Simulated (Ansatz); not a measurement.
**In2GaAs3: convergence and cost**

One table from this session's results is given with a row withheld; the runs are named, their logs left out.

Program: Ansatz 0.2.0. Level of theory: DFT r2SCAN, scalar-relativistic, plane waves, PAW. These are calculated values, not measurements.

1 further run of the same task is left out (set aside as unsound or not needed). Runs told in other sessions of the task aren't counted.

### Starting point

Symmetry: I-4m2, No. 119, tetragonal system. Conventional cell: a = 4.280 Å, b = 4.280 Å, c = 18.120 Å, α = 90.00°, β = 90.00°, γ = 90.00°. In (site symmetry 2mm) is surrounded by 4 As at 2.66 to 2.67 Å. Ga (site symmetry -4m2) has 4 As at 2.54 Å in its first shell of neighbours. As (site symmetry -4m2) has 4 In at 2.66 Å in its first shell of neighbours. As (site symmetry 2mm) is surrounded by 2 Ga at 2.54 Å and 2 In at 2.67 Å.

As a file:

```cif
data_structure
_symmetry_space_group_name_H-M 'I-4m2'
_symmetry_Int_Tables_number 119
_cell_length_a 4.2804
_cell_length_b 4.2804
_cell_length_c 18.1201
_cell_angle_alpha 90.000
_cell_angle_beta 90.000
_cell_angle_gamma 90.000
_cell_volume 331.99
loop_
_atom_site_label
_atom_site_type_symbol
_atom_site_symmetry_multiplicity
_atom_site_Wyckoff_symbol
_atom_site_fract_x
_atom_site_fract_y
_atom_site_fract_z
_atom_site_occupancy
In1 In 4 e 0.00000 0.00000 0.33676 1
Ga1 Ga 2 a 0.00000 0.00000 0.00000 1
As1 As 2 d 0.50000 0.00000 0.25000 1
As2 As 4 f 0.00000 0.50000 0.07547 1
```

The structure comes from the Materials Project (structure only); it is used as listed.

### The base input

Input file input.yaml:

```yaml
crystal:
  lattice:
    - [-2.140184, 2.140184, 9.060064]
    - [2.140184, -2.140184, 9.060064]
    - [2.140184, 2.140184, -9.060064]
  atoms:
    - { symbol: In, position: [0.336756, 0.336756, 0.0] }
    - { symbol: In, position: [0.663244, 0.663244, 0.0] }
    - { symbol: Ga, position: [0.0, 0.0, 0.0] }
    - { symbol: As, position: [0.25, 0.75, 0.5] }
    - { symbol: As, position: [0.575475, 0.075475, 0.5] }
    - { symbol: As, position: [0.924525, 0.424525, 0.5] }
basis:
  ecutwfc: 500
kpoints:
  mp_grid: { grid: [12, 12, 12] }
hamiltonian:
  xc: r2scan
scf:
  occupations: { method: gaussian, width: 0.1 }
output:
  forces: true
  stress: true
  eigenvalues: true
  populations: true
```

It was run beforehand and gave: -4934.9891 eV/atom at zero smearing, pressure -2.34 GPa, largest force 0.048 eV/Å, no gap on the mesh, in 8 SCF cycles and 7.4 min.

Set-up of the first run:

Input file input.yaml:

```yaml
crystal:
  lattice:
    - [-2.140184, 2.140184, 9.060064]
    - [2.140184, -2.140184, 9.060064]
    - [2.140184, 2.140184, -9.060064]
  atoms:
    - { symbol: In, position: [0.336756, 0.336756, 0.0] }
    - { symbol: In, position: [0.663244, 0.663244, 0.0] }
    - { symbol: Ga, position: [0.0, 0.0, 0.0] }
    - { symbol: As, position: [0.25, 0.75, 0.5] }
    - { symbol: As, position: [0.575475, 0.075475, 0.5] }
    - { symbol: As, position: [0.924525, 0.424525, 0.5] }
basis:
  ecutwfc: 500
kpoints:
  mp_grid: { grid: [1, 1, 1] }
hamiltonian:
  xc: r2scan
scf:
  occupations: { method: gaussian, width: 0.1 }
output:
  forces: true
  stress: true
  eigenvalues: true
```

The run is started by

```console
ansatz run input.yaml --threads 1 --pin off --max-ram 2560MiB --backend cpu --events-out ev --progress --plain --runs-dir out
```

Among the steps run: K-point mesh set to 1×1×1; K-point mesh set to 2×2×2; K-point mesh set to 4×4×4; K-point mesh: 6×6×6; K-point mesh set to 8×8×8; K-point mesh set to 10×10×10.

One table of the session follows, with a row left open; its other results are not shown here.

It belongs to the step «What the k-point mesh changes». 

| mesh | ΔE (meV/atom) | pressure (GPa) | largest change of a force component (eV/Å) |
| --- | --- | --- | --- |
| 1×1×1 | 2441 | 20.60 | 1.287 |
| 2×2×2 | 309 | 0.11 | 0.242 |
| 4×4×4 | ? | ? | ? |
| 6×6×6 | 2.87 | -2.32 | 0.001 |
| 8×8×8 | 0.57 | -2.34 | 0.000 |
| 10×10×10 | 0.12 | -2.34 | 0.000 |
| 12×12×12 | 0.00 | -2.34 | 0.000 |

Estimate the missing values for 4×4×4.

**Answer.** ΔE (meV/atom): 20.8; pressure (GPa): -2.18; largest change of a force component (eV/Å): 0.016. In the column «ΔE (meV/atom)» it lies between 6×6×6 (2.87) and 2×2×2 (309).
